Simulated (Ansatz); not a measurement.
# SrVO3 (Pm-3m) in Ansatz: settings compared

One crystal, SrVO3, is run at these levels: PBE, r2SCAN; tasks: relaxation of cell and atoms.

Program: Ansatz 0.2.0. These are calculated values, not measurements. Logs are shortened: lines on timing, memory, paths and dates and some standing lists are left out, and cuts for length are marked.

## (1) Starting point

It takes space group Pm-3m (No. 221, cubic). The conventional cell has a = 3.841 Å, b = 3.841 Å, c = 3.841 Å, α = 90.00°, β = 90.00°, γ = 90.00°. Around Sr (site symmetry m-3m) lie 12 O at 2.72 Å. Around V (site symmetry m-3m) lie 6 O at 1.92 Å. Around O (site symmetry 4/mmm) lie 2 V at 1.92 Å.

## (2) Relaxation of cell and atoms, PBE, collinear spin, ferromagnetic start

Contents of input.yaml:

```yaml
crystal:
  lattice:
    - [3.8409, 0.0, 0.0]
    - [0.0, 3.8409, 0.0]
    - [0.0, 0.0, 3.8409]
  atoms:
    - { symbol: Sr, position: [0.5, 0.5, 0.5] }
    - { symbol: V, position: [0.0, 0.0, 0.0], spin: 2.0 }
    - { symbol: O, position: [0.0, 0.0, 0.5] }
    - { symbol: O, position: [0.0, 0.5, 0.0] }
    - { symbol: O, position: [0.5, 0.0, 0.0] }
hamiltonian:
  xc: pbe
  pseudopotentials: { kind: paw }
magnetization:
  spin_polarized: true
kpoints:
  mp_grid: { grid: [7, 7, 7] }
scf:
  occupations: { method: fermi_dirac, width: 0.05 }
output:
  forces: true
  stress: true
  write_density: true
  write_potential: true
  elf: true
  volumetric_format: npy
relax:
  f_tol: 0.01
  max_steps: 40
  cell: { stress_tol: 0.05 }
```

Potentials or basis: Ansatz PAW.

The run is started by

```console
$ ansatz run input.yaml --threads 2 --pin off --max-ram 5120MiB --backend cpu --events-out ev --progress --plain --runs-dir out
```

Output:

```text
Warning: RAYON_NUM_THREADS=2 ignored (pool sized by the plan → 2); use --threads N
Engine: ansatz 0.2.0, x86_64-unknown-linux-gnu
Pseudopotentials: kind: paw
Pseudopotential: Sr, paw, valence charge 10, recommended cutoff 420 eV (normal), Sr.paw.azcp
Pseudopotential: V, paw, valence charge 13, recommended cutoff 420 eV (normal), V.paw.azcp
Pseudopotential: O, paw, valence charge 6, recommended cutoff 420 eV (normal), O.paw.azcp
Functional definition: PBE
  parameter kappa = 0.804
  parameter beta = 0.06672455060314922
  exchange = pbe_x(kappa = kappa, mu = beta*pi^2/3)
  correlation = pbe_c(beta = beta)
Crystal: 5 atoms, lattice volume = 56.663 Å³
Basis set: ecut = 420 eV, 1141 PW (Γ), exchange–correlation on 54×54×54 points (8 copies of the dense FFT grid, shifted against one another)
Bands: 27, of which v1, the nominal top of the filled ones, is band 21 counted from 1 (20 counted from 0)
Symmetry: 48 space group operations
Space group: Pm-3m (ITA 221), of the structure as read, at distance tolerance 3.8e-5 Å
Magnetic group: BNS 221.92 (UNI 1594), of the structure as read, at distance tolerance 3.8e-5 Å
k-points: 20 of 343
Non-local potential: Sr, projectors of the file, l = 0: 3, l = 1: 2, l = 2: 2
Non-local potential: V, projectors of the file, l = 0: 3, l = 1: 2, l = 2: 3, l = 3: 1
Non-local potential: O, projectors of the file, l = 0: 2, l = 1: 2, l = 2: 1
PAW form: soft (Blöchl's): semilocal exchange-correlation on the pseudo side does not see the compensation charge
PAW one-centre angular grid: Sr, 110 points (default); XC on 64 Gauss nodes
PAW one-centre angular grid: V, 590 points (default); XC on 64 Gauss nodes
PAW one-centre angular grid: O, 110 points (default); XC on 64 Gauss nodes
Initial density: superposition of atomic densities (chi_scale 0.1, normalization cell, long waves kept (reshape's long-wave potential 0.00 eV rms))
Starting moments: Σ|m| = 2 μB on 1 of 5 sites
Initial wavefunctions: pseudopotential atomic-orbital guess
Functional: x = pbe(κ = 0.804, μ = 0.2195149727645171), c = pbe(β = 0.06672455060314922)
SCF iter   1: F=—  HF=-8165.572248 eV  |F-HF|=—  |Δ(HF+E_count)|=         —  Δρ=4.46e-2 (↑4.46e-2 ↓2.88e-2)  dr2=1.57e0  dr2_m=3.95e-1  M=1.000 μB ∫|m|=1.392 μB  β_m=0.30  ethr=3.10e-3  ⟨swp⟩=7.0  Hψ=5029  notcnv=0
Mixer restart at iter 1: flushing history
preconditioner: auto → Kerker (q_TF=auto, 2.585 Å⁻¹)  [metal: Δε(μ)=0.053 eV  Ē_g=13.379 eV  σ=0.050 eV  W_gap=0.25  n_scr=18 (ndim 8)  ℏωp=27.5 eV  f_vac=0.000  D(μ)=2.65/eV (n_scr^D=26)]
spin=Collinear: Kerker preconditioning applied to the charge; magnetization (m = ρ↑ − ρ↓) channel mixes plain (no charge-response kernel on spin).
SCF iter   2: F=—  HF=-8165.148135 eV  |F-HF|=—  |Δ(HF+E_count)|=   4.24e-1  Δρ=3.01e-2 (↑3.01e-2 ↓2.31e-2)  dr2=8.31e-1  dr2_m=1.96e-1  M=1.000 μB ∫|m|=1.354 μB  β_m=0.61  ethr=3.10e-3  ⟨swp⟩=2.0  Hψ=1580  notcnv=0  defer=38
SCF iter   3: F=—  HF=-8165.118352 eV  |F-HF|=—  |Δ(HF+E_count)|=   2.98e-2  Δρ=9.92e-3 (↑7.02e-3 ↓9.92e-3)  dr2=8.14e-2  dr2_m=2.25e-2  M=0.939 μB ∫|m|=1.151 μB  β_m=0.76  ethr=2.03e-3  ⟨swp⟩=2.6  Hψ=2071  notcnv=0  defer=43
SCF iter   4: F=—  HF=-8165.455430 eV  |F-HF|=—  |Δ(HF+E_count)|=         —  Δρ=3.55e-2 (↑3.53e-2 ↓3.55e-2)  dr2=1.38e-2  dr2_m=6.46e-1  M=0.094 μB ∫|m|=0.198 μB  β_m=1.00  ethr=1.99e-4  ⟨swp⟩=2.6  Hψ=2011  notcnv=0  defer=43
Mixer restart at iter 4: flushing history
SCF iter   5: F=—  HF=-8165.271860 eV  |F-HF|=—  |Δ(HF+E_count)|=   1.84e-1  Δρ=3.19e-3 (↑2.88e-3 ↓3.19e-3)  dr2=4.55e-3  dr2_m=3.60e-3  M=0.070 μB ∫|m|=0.106 μB  β_m=0.76  ethr=1.22e-4  ⟨swp⟩=2.1  Hψ=2209  notcnv=0  defer=43
SCF iter   6: F=—  HF=-8165.272287 eV  |F-HF|=—  |Δ(HF+E_count)|=   4.28e-4  Δρ=1.87e-3 (↑1.87e-3 ↓1.82e-3)  dr2=6.87e-4  dr2_m=1.61e-3  M=0.050 μB ∫|m|=0.070 μB  β_m=0.88  ethr=1.11e-5  ⟨swp⟩=2.7  Hψ=2021  notcnv=0  defer=24
SCF iter   7: F=—  HF=-8165.272971 eV  |F-HF|=—  |Δ(HF+E_count)|=   6.84e-4  Δρ=8.99e-4 (↑8.99e-4 ↓8.64e-4)  dr2=3.20e-4  dr2_m=3.00e-4  M=0.022 μB ∫|m|=0.028 μB  β_m=0.93  ethr=1.68e-6  ⟨swp⟩=2.0  Hψ=2055  notcnv=0  defer=24
SCF iter   8: F=—  HF=-8165.272917 eV  |F-HF|=—  |Δ(HF+E_count)|=   5.38e-5  Δρ=2.43e-4 (↑2.43e-4 ↓2.37e-4)  dr2=4.59e-5  dr2_m=9.63e-6  M=0.003 μB ∫|m|=0.003 μB  β_m=0.97  ethr=7.81e-7  ⟨swp⟩=2.1  Hψ=1764  notcnv=0  defer=18
[... 74 lines left out ...]
SCF iter   6: F=—  HF=-8165.277049 eV  |F-HF|=—  |Δ(HF+E_count)|=   5.99e-8  Δρ=2.92e-6 (↑2.92e-6 ↓8.78e-7)  dr2=7.00e-9  dr2_m=7.40e-10  M=-0.000 μB ∫|m|=0.000 μB  β_m=0.96  ethr=1.22e-10  ⟨swp⟩=2.1  Hψ=1939  notcnv=0
SCF iter   7: F=—  HF=-8165.277049 eV  |F-HF|=—  |Δ(HF+E_count)|=   3.23e-9  Δρ=1.83e-6 (↑1.83e-6 ↓1.16e-6)  dr2=6.23e-9  dr2_m=8.99e-11  M=-0.000 μB ∫|m|=0.000 μB  β_m=0.98  ethr=1.71e-11  ⟨swp⟩=2.0  Hψ=1455  notcnv=0
SCF iter   8: F=-8165.277049 eV  HF=-8165.277049 eV  |F-HF|=7.48e-9  |Δ(HF+E_count)|=   5.49e-9  Δρ=1.74e-6 (↑1.74e-6 ↓1.59e-6)  dr2=7.99e-9  dr2_m=3.78e-12  M=-0.000 μB ∫|m|=0.000 μB  ethr=1.52e-11  ⟨swp⟩=5.6  Hψ=5967  notcnv=0
the starting moments were not kept: the SCF closed with an absolute magnetisation of 9.8e-6 μB, where they sum to 2 μB in size (1 site). That is at most 0.1 of that sum. Measured as dr2_m measures the in/out step, that magnetisation stands 6.6e-11 eV from none, at or under the dr2_threshold of 2.4e-8 eV: it is no larger than a step whose dr2_m would equal this threshold.
SCF 5 converged in 8 iterations: F = -8165.277049 eV  dr2 = 7.99e-9
relax step   5: F+E_penalty+E_count = -8165.27704883 eV  Δ(F+E_penalty+E_count) = +1.110e-4 eV  max|allowed force component| = 3.271e-29 eV/Å  Δτ_max = 0.0000 Å  P = +0.003 GPa  Ω = 57.386 Å³  energy of the carried Pulay correction = -1.204e-4 eV  (8 SCF iters, dr2 threshold 2.44e-8 eV, accepted)
iter 1 solved again at ethr=1.57e-6 eV; its pass at ethr=3.10e-3 eV (dr2=6.44e-4 eV) is discarded
SCF iter   1: F=—  HF=-8165.277147 eV  |F-HF|=—  |Δ(HF+E_count)|=         —  Δρ=2.52e-6 (↑2.52e-6 ↓2.48e-6)  dr2=5.98e-9  dr2_m=1.20e-11  M=-0.000 μB ∫|m|=0.000 μB  β_m=0.65  ethr=1.57e-6  ⟨swp⟩=3.0  Hψ=7584  notcnv=0
eigensolver tolerance schedule: the retry pair's looser diagonalisation over-reported the residual by 107724.79 of it (diagonalisation noise at an unbounded share of the residual, at the tolerance the schedule requests for it); recorded, not acted on — ethr = c·dr2/N_el stays at c = 1.0e-1
preconditioner: auto → Resta (q_TF=auto, 2.580 Å⁻¹)  ε∞=5.7  [insulator: Δε(μ)=0.404 eV  Ē_g=12.593 eV  σ=0.050 eV  W_gap=0.65  n_scr=18 (ndim 8)  ℏωp=27.3 eV  f_vac=0.001  D(μ)=1.51/eV (n_scr^D=6)  ε∞_Penn≈5.7]
spin=Collinear: Resta preconditioning applied to the charge; magnetization (m = ρ↑ − ρ↓) channel mixes plain (no charge-response kernel on spin).
SCF iter   2: F=—  HF=-8165.277154 eV  |F-HF|=—  |Δ(HF+E_count)|=   7.06e-6  Δρ=2.04e-6 (↑2.04e-6 ↓2.02e-6)  dr2=4.87e-9  dr2_m=7.91e-12  M=-0.000 μB ∫|m|=0.000 μB  β_m=0.38  ethr=1.46e-11  ⟨swp⟩=4.3  Hψ=3417  notcnv=0
SCF iter   3: F=—  HF=-8165.277154 eV  |F-HF|=—  |Δ(HF+E_count)|=   1.08e-9  Δρ=1.21e-6 (↑1.21e-6 ↓1.16e-6)  dr2=1.26e-9  dr2_m=7.04e-12  M=-0.000 μB ∫|m|=0.000 μB  β_m=0.69  ethr=1.19e-11  ⟨swp⟩=2.0  Hψ=1369  notcnv=0
SCF iter   4: F=—  HF=-8165.277154 eV  |F-HF|=—  |Δ(HF+E_count)|=  4.09e-10  Δρ=4.85e-7 (↑4.82e-7 ↓4.85e-7)  dr2=3.32e-10  dr2_m=1.66e-12  M=-0.000 μB ∫|m|=0.000 μB  β_m=0.72  ethr=3.08e-12  ⟨swp⟩=2.0  Hψ=1876  notcnv=0
SCF iter   5: F=—  HF=-8165.277154 eV  |F-HF|=—  |Δ(HF+E_count)|=  6.82e-11  Δρ=1.93e-7 (↑1.92e-7 ↓1.93e-7)  dr2=5.25e-11  dr2_m=4.21e-13  M=-0.000 μB ∫|m|=0.000 μB  β_m=0.85  ethr=1.00e-12  ⟨swp⟩=2.1  Hψ=1880  notcnv=0
SCF iter   6: F=-8165.277154 eV  HF=-8165.277154 eV  |F-HF|=2.73e-11  |Δ(HF+E_count)|=  3.64e-12  Δρ=1.22e-7 (↑9.41e-8 ↓1.22e-7)  dr2=3.00e-11  dr2_m=1.22e-13  M=-0.000 μB ∫|m|=0.000 μB  ethr=1.00e-12  ⟨swp⟩=6.3  Hψ=4568  notcnv=0
the starting moments were not kept: the SCF closed with an absolute magnetisation of 1.9e-6 μB, where they sum to 2 μB in size (1 site). That is at most 0.1 of that sum. Measured as dr2_m measures the in/out step, that magnetisation stands 2.6e-12 eV from none, at or under the dr2_threshold of 5.0e-11 eV: it is no larger than a step whose dr2_m would equal this threshold.
SCF 6 converged in 6 iterations: F = -8165.277154 eV  dr2 = 3.00e-11
relax step   6: F+E_penalty+E_count = -8165.27715366 eV  Δ(F+E_penalty+E_count) = -1.048e-4 eV  max|allowed force component| = 1.139e-29 eV/Å  Δτ_max = 0.0000 Å  P = +0.004 GPa  Ω = 57.386 Å³  stress off target by 4.12e-3 GPa  SCF on the basis re-selected at this cell (its energy is not comparable with the rows above)  (6 SCF iters)
basis re-selected at this cell: Δ(F+E_penalty+E_count) = -1.048e-4 eV, ΔP = +0.001 GPa vs the last step (what re-selecting the basis moved, of the pressure what is left beyond the Pulay correction that the steps carried, after the strain that the cell walked since its last selection, with what the two solves' SCF thresholds leave and, on support functions, any second-order correction that the steps lacked; it is no measure of the basis error at this ecutwfc). This SCF's stress stands 4.12e-3 GPa from its target on what of the cell is left free (relax.cell.stress_tol is 5.00e-2 GPa) and its largest allowed force component is 1.14e-29 eV/Å (relax.f_tol is 1.00e-2 eV/Å): within both
SCF converged after 6 iterations
Magnetization: -0.0000 μB (20.5000 up, 20.5000 down)
Absolute magnetization: 0.0000 μB (∫|ρ↑−ρ↓|, with the PAW one-centre terms)
Spin contamination: 0.0000 ħ² per cell (⟨S²⟩ above its minimum at these occupations)
Per-site moments (μB) at R_I (Å): [(-1.602134533665991e-9, 1.1250642920817973), (-1.325731127997414e-6, 0.7955405902018813), (5.847933092285807e-8, 0.7955405902018813), (5.8479330831142725e-8, 0.7955405902018813), (5.847933086779102e-8, 0.7955405902018813)]
Free energy (F): -8165.277154 eV
Harris-Foulkes:  -8165.277154 eV  (|F-HF|=2.73e-11)
Internal energy: -8165.265280 eV  (E = F + TS)
E sigma→0 (E₀):  -8165.271217 eV
Entropy (-TS):   -0.011874 eV (-2.375 meV/atom)
Fermi energy:    12.233362 eV
--- Per-component energies (eV) ---
  E_band       = -227.990498
  E_kinetic    = 1109.613620
  E_local      = -2656.922256  (includes V_loc(G=0)·N_el)
  E_nonlocal   = 295.171550
  E_hartree    = 988.744511
  E_xc         = -527.968891
  E_vxc        = -613.757077  (∫ρ·V_xc dr)
  E_paw        = -4277.965977  (= ΣΔE_a)
  E_vpaw       = -339.593247  (= ΣTr[D̂ρ^β])
  E_aug_tail   = 0.007647  (compensation charges beyond the density's cutoff)
  E_ewald      = -3095.945484
  E_smearing   = -0.011874  (= −TS)
  E_closure    = -0.000000  (closes the sum)
  Σ components = -8165.277154   (vs F -8165.277154, Δ=0.00e0)
--- Forces (eV/Å), atoms counted from 1 ---
  atom   1  Sr     0.00000000     0.00000000    -0.00000000
  atom   2  V      0.00000000    -0.00000000    -0.00000000
  atom   3  O     -0.00000000    -0.00000000     0.00000000
  atom   4  O     -0.00000000    -0.00000000    -0.00000000
  atom   5  O      0.00000000    -0.00000000     0.00000000
  max |Σ_I F_I| component: 2.72e-29 eV/Å
--- Stress (GPa, compression-positive) ---
        0.004117      -0.000000       0.000000
       -0.000000       0.004117       0.000000
        0.000000       0.000000       0.004117
  P = ⅓ Tr σ = 0.0041 GPa (0.041 kbar)
--- Band table (eV; the first three rows and the last of 40) ---
  k-point 0 ↑: bands = ["-53.5143", "-27.3421", "-27.3421", "-27.3421", "-22.1971", "-7.3811", "-6.2167", "-6.2167", "-4.2033", "-4.2033", "-4.2033", "7.1551", "7.1551", "7.1551", "9.0879", "9.0879", "9.0879", "9.9135", "9.9135", "9.9135", "11.3892", "11.3892", "11.3892", "13.5740", "13.5740", "15.9129", "15.9129"]
  k-point 1 ↑: bands = ["-53.5142", "-27.3482", "-27.3417", "-27.3417", "-22.1914", "-7.3846", "-6.2455", "-6.2087", "-4.1921", "-4.1921", "-4.0693", "6.8767", "7.1459", "7.1459", "8.7844", "8.7844", "8.9100", "9.3072", "9.7628", "9.7628", "11.4106", "11.8695", "11.8695", "13.5776", "14.1937", "16.2534", "16.2761"]
  k-point 2 ↑: bands = ["-53.5140", "-27.3621", "-27.3411", "-27.3411", "-22.1785", "-7.4471", "-6.2037", "-6.1905", "-4.1669", "-4.1669", "-3.8112", "6.2487", "7.1332", "7.1332", "8.2297", "8.2297", "8.3811", "8.5521", "9.5892", "9.5892", "11.4595", "12.6640", "12.6640", "13.5836", "15.1649", "17.0910", "17.1132"]
  k-point 19 ↓: bands = ["-53.5129", "-27.3689", "-27.3688", "-27.3688", "-22.1263", "-6.2204", "-6.0732", "-6.0732", "-4.4474", "-4.4474", "-4.3357", "5.3080", "5.9638", "5.9638", "6.3950", "6.5105", "6.5105", "10.1336", "10.1336", "10.2233", "13.7272", "13.7389", "13.7389", "17.4229", "17.4229", "17.7517", "17.8627"]
--- Relaxed structure (4 steps of the walk, 4 accepted, 2 SCFs on fresh bases) ---
  F+E_penalty+E_count = -8165.27715366 eV   max|allowed force component| = 1.139e-29 eV/Å   (the final SCF, on the basis selected at the relaxed cell)
  cell:  # Å, volume = 57.3859 Å³
    - [3.8571664979485156, -1.941979360590463e-33, -3.209883240645393e-35]
    - [-2.198770019842094e-33, 3.8571664979485156, 2.5679065925163143e-34]
    - [-6.419766481290786e-35, 2.5679065925163143e-34, 3.8571664979485156]
  atoms:
    - { symbol: Sr, position: [0.49999999999999994, 0.49999999999999994, 0.49999999999999994] }
    - { symbol: V, position: [-6.365769092618092e-38, -1.2445894686581662e-38, -9.79349090428566e-39] }
    - { symbol: O, position: [-5.753675910239315e-38, -3.999008787397443e-38, 0.49999999999999994] }
    - { symbol: O, position: [-5.753675911223828e-38, 0.49999999999999994, 2.2851478786647138e-38] }
    - { symbol: O, position: [0.49999999999999994, 8.977366667648052e-39, 2.2851478786404585e-38] }
```

It took 38 s on 2 threads of Intel Xeon at 2.50GHz (Skylake/Cascade Lake), shared host; peak memory 0.41 GiB.

What came out:

```
Free energy                            : -8165.2772 eV
Relaxed volume                         : 11.48 Å³/atom
Relaxed cell                           : a = 3.857 Å, b = 3.857 Å, c = 3.857 Å, α = 90.00°, β = 90.00°, γ = 90.00°
Space group after relaxing (to 0.05 Å) : Pm-3m (No. 221)
Energy gained by relaxing              : 1.1 meV/atom
Ionic steps                            : 6
Pressure after relaxing                : 0.0 GPa
Band gap on the k mesh                 : none (metal or under the smearing width)
Net moment                             : 0.00 μB per cell
Absolute moment                        : 0.00 μB per cell
```

Step by step:
```tsv
step	energy change (eV)	largest force (eV/Å)	volume (Å³)
1	0.0000	0.0000	56.66
2	-0.0026	0.0000	57.24
3	-0.0023	0.0000	57.36
4	-0.0055	0.0000	57.36
5	-0.0053	0.0000	57.39
6	-0.0054	0.0000	57.39
```

Final structure:
```xyz
5
Lattice="3.8572 0.0000 0.0000 0.0000 3.8572 0.0000 0.0000 0.0000 3.8572" Properties=species:S:1:pos:R:3 pbc="T T T"
Sr    1.9286    1.9286    1.9286
V     0.0000    0.0000    0.0000
O     0.0000    0.0000    1.9286
O     0.0000    1.9286    0.0000
O     1.9286    0.0000    0.0000
```

Levels at points of the mesh, in eV from the Fermi level:
Spin up:
```csv
k point,band 18,band 19,band 20,band 21,band 22,band 23
"(0.00, 0.00, 0.00)",-2.32,-2.32,-2.32,-0.84,-0.84,-0.84
```
Spin down:
```tsv
k point	band 18	band 19	band 20	band 21	band 22	band 23
(0.00, 0.00, 0.00)	-2.32	-2.32	-2.32	-0.84	-0.84	-0.84
```

Caveat: the plane-wave basis is chosen anew once the cell has moved, so the energies of steps on either side of that aren't comparable; the pressure holds a Pulay correction of +0.6 GPa for the finite cutoff; semilocal functionals often make such compounds metallic where correlation or magnetic order opens a gap, which also shifts bond lengths; the starting moments weren't kept.

## (3) Relaxation of cell and atoms, r2SCAN, collinear spin, ferromagnetic start

input.yaml, as its differences from that of step 2:

```diff
@@ -12,3 +12,3 @@
 hamiltonian:
-  xc: pbe
+  xc: r2scan
   pseudopotentials: { kind: paw }
@@ -23,6 +23,2 @@
   stress: true
-  write_density: true
-  write_potential: true
-  elf: true
-  volumetric_format: npy
 relax:
```

Potentials or basis: Ansatz PAW.

The run is started by

```console
$ ansatz run input.yaml --threads 2 --pin off --max-ram 5120MiB --backend cpu --events-out ev --progress --plain --runs-dir out
```

It took 41 s on 2 threads of Intel Xeon at 2.50GHz (Skylake/Cascade Lake), shared host; peak memory 0.54 GiB.

Results (log left out):

- Free energy: -8185.3156 eV
- Relaxed volume: 11.34 Å³/atom
- Relaxed cell: a = 3.841 Å, b = 3.841 Å, c = 3.841 Å, α = 90.00°, β = 90.00°, γ = 90.00°
- Space group after relaxing (to 0.05 Å): Pm-3m (No. 221)
- Energy gained by relaxing: 0.0 meV/atom
- Ionic steps: 3
- Pressure after relaxing: 0.0 GPa
- Net moment: 1.00 μB per cell
- Absolute moment: 1.15 μB per cell
- Site moments: Sr +0.00; V +0.82; O -0.02 μB

Final structure:
```yaml
crystal:
  lattice:
    - [3.84130, 0.00000, 0.00000]
    - [0.00000, 3.84130, 0.00000]
    - [0.00000, 0.00000, 3.84130]
  atoms:
    - { symbol: Sr, position: [0.50000, 0.50000, 0.50000] }
    - { symbol: V, position: [0.00000, 0.00000, 0.00000] }
    - { symbol: O, position: [0.00000, 0.00000, 0.50000] }
    - { symbol: O, position: [0.00000, 0.50000, 0.00000] }
    - { symbol: O, position: [0.50000, 0.00000, 0.00000] }
```

Caveat: the magnetic or orbital state may not be the lowest; the plane-wave basis is chosen anew once the cell has moved, so the energies of steps on either side of that aren't comparable; the PAW data sets come from PBE, with cores solved anew for the run's functional, which leaves a small shift of forces and pressure.
